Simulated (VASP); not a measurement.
Crystal: AlN.

```xyz
2
Lattice="0.0000 2.0220 2.0220 2.0220 0.0000 2.0220 2.0220 2.0220 0.0000" Properties=species:S:1:pos:R:3 pbc="T T T"
Al    2.0220    2.0220    2.0220
N     0.0000    0.0000    0.0000
```

Measurements of this composition are mostly on another form, of space group No. 186.

Base run:

```yaml
Program: VASP 6.6.1
Functional: PBEsol
Potentials_or_basis: VASP PAW PBE potentials, release 64 (Al, N)
Cutoff: 520 eV
k_mesh: 10 × 10 × 10
Occupations: gaussian, width 0.02 eV
Spin: no spin polarisation
```

Its results: band gap on the k mesh 4.55 eV, indirect (least direct gap 5.66 eV).

Q: The run is repeated on the same cell with these changes: functional from PBEsol to r2SCAN. What comes out?

A: Band gap on the k mesh 5.48 eV, indirect (least direct gap 6.51 eV).

r2SCAN gives the wider gap, since meta-GGAs in the generalised Kohn-Sham scheme recover part of the derivative discontinuity.
